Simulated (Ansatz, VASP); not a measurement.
## Two plane-wave programs on AlRu

```
CELL_PARAMETERS angstrom
3.03097 0.00000 0.00000
0.00000 3.03097 0.00000
0.00000 0.00000 3.03097
ATOMIC_POSITIONS crystal
Ru 0.50000 0.50000 0.50000
Al 0.00000 0.00000 0.00000
```

Change from the starting cell: volume scaled by 1.04.

Alike in both runs: task single point; functional PBE; k mesh 9 × 9 × 9; occupations fermi-dirac, width 0.05 eV; no spin polarisation.

|  | VASP | Ansatz |
| --- | --- | --- |
| version | VASP 6.6.1 | Ansatz 0.2.0 |
| potentials or method | VASP PAW PBE potentials, release 64 (Ru_pv, Al) | Ansatz PAW |
| plane-wave cutoff (eV) | 520 | 420 |
| valence electrons in the cell | 17 | 19 |

Ansatz gave:

- gap on the k mesh at the Fermi level (eV): none
- pressure (GPa): -5.2

Which values does VASP return?

gap on the k mesh at the Fermi level (eV): none; pressure (GPa): -5.3.

A gap of «none» marks a metal or a gap that the smearing closes. The two sets of potentials don't hold the same shells in valence.
